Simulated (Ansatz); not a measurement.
A plane-wave DFT run in Ansatz 0.2.0 (scalar-relativistic PAW potentials unless the input names others): input and command.

```yaml
crystal:
  lattice:
    - [3.3713973096, 0.0, 0.0]
    - [-1.6856986548, 2.9197157163, 0.0]
    - [0.0, 0.0, 23.9463867227]
  atoms:
    - { symbol: As, position: [0.0, 0.0, 0.3131996525] }
    - { symbol: B, position: [0.3333333333, 0.6666666667, 0.3419381675] }
    - { symbol: As, position: [0.3333333333, 0.6666666667, 0.4281537125] }
    - { symbol: B, position: [0.6666666667, 0.3333333333, 0.4568922275] }
    - { symbol: As, position: [0.6666666667, 0.3333333333, 0.5431077725] }
    - { symbol: B, position: [0.0, 0.0, 0.5718462875] }
    - { symbol: As, position: [0.0, 0.0, 0.6580618325] }
    - { symbol: B, position: [0.3333333333, 0.6666666667, 0.6868003475] }
basis:
  ecutwfc: 500
kpoints:
  mp_grid: { grid: [9, 9, 1], kspacing: 0.3 }
hamiltonian:
  xc: r2scan
scf:
  occupations: { method: gaussian, width: 0.05 }
  max_iter: 60
output:
  forces: true
  eigenvalues: true
  stress: true
efield:
  axis: 3
  dipole_correction: true
  ramp_width: 0.04
```

```bash
ansatz run input.yaml --threads 1 --pin off --max-ram 2560MiB --backend cpu --events-out ev --progress --plain --runs-dir out
```

Q: What will the program do with this input?

A: The program refuses it, because of a mesh typed together with a spacing (kpoints.mp_grid.kspacing: not typed → 0.3). Without that key it is accepted.

Abridged log:
```
Error: invalid value for `kpoints.mp_grid.kspacing`: mutually exclusive with `grid` — set one or the other
```